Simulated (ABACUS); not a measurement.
Nd:

```
CELL_PARAMETERS angstrom
3.65700 0.00000 0.00000
-1.82850 3.16705 0.00000
0.00000 0.00000 5.90200
ATOMIC_POSITIONS crystal
Nd 0.66667 0.33333 0.75000
Nd 0.33333 0.66667 0.25000
```

This isn't the form of Nd at room conditions, which is double hcp.

```yaml
Program: ABACUS 3.10.1
Task: single point
Functional: PBE
Potentials_or_basis: PseudoDojo NC SR 0.4.1 PBE standard, lanthanides 3+ (f in core)
Cutoff: 667 eV
Density_cutoff: 2667 eV
Basis: plane waves
k_mesh: 8 × 8 × 5
Occupations: fermi-dirac, width 0.05 eV
Spin: collinear spin, ferromagnetic start
Starting_moments: "[1.0, 1.0] μB"
```

On this cell: largest force under 0.003 eV/Å; net moment 0.00 μB per cell; band gap on the k mesh none (metal or under the smearing width).

The same run follows on a disturbed copy (atoms moved at random, drawn with an rms of 0.05 Å):

```xyz
2
Lattice="3.6570 0.0000 0.0000 -1.8285 3.1671 0.0000 0.0000 0.0000 5.9020" Properties=species:S:1:pos:R:3 pbc="T T T"
Nd    1.8780    1.0811    4.4648
Nd   -0.0114    2.1639    1.4317
```

Task: What changes?

Result: The energy (extrapolated to zero smearing) moves by +3.2 meV/atom; largest force 0.171 eV/Å; net moment 0.00 μB per cell; band gap on the k mesh none (metal or under the smearing width).

Forces on the atoms (eV/Å):
```
Nd  -0.017  0.008 -0.170
Nd   0.017 -0.008  0.170
```

Caveats: the magnetic or orbital state may not be the lowest; all typed moments are zero, and the program then starts from 1 μB on every atom; spin-orbit coupling is left out, which moves the levels of the heavy elements; the 4f electrons are frozen in the core as for a trivalent ion, so they carry no moment and show no levels.
